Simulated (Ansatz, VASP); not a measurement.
**One calculation of In, two programs**

```
In
1.0
    -1.62615    1.62615    2.47395
     1.62615   -1.62615    2.47395
     1.62615    1.62615   -2.47395
In
1
Direct
  0.00000 0.00000 0.00000
```

Alike in both runs: task single point; functional LDA; k mesh 14 × 14 × 14; occupations fermi-dirac, width 0.05 eV; no spin polarisation.

|  | VASP | Ansatz |
| --- | --- | --- |
| version | VASP 6.6.1 | Ansatz 0.2.0 |
| potentials or method | VASP PAW LDA potentials, release 64 (In_d), cutoff 520 eV | all-electron LAPW, scalar-relativistic |

```csv
,VASP,Ansatz,Ansatz less VASP
pressure (GPa),-2.7,-2.7,+0.01
largest component of the traceless stress (GPa),0.28,0.28,-0.003
```

Ansatz ran all-electron here, so the differences hold the error of VASP's frozen core and of both bases.
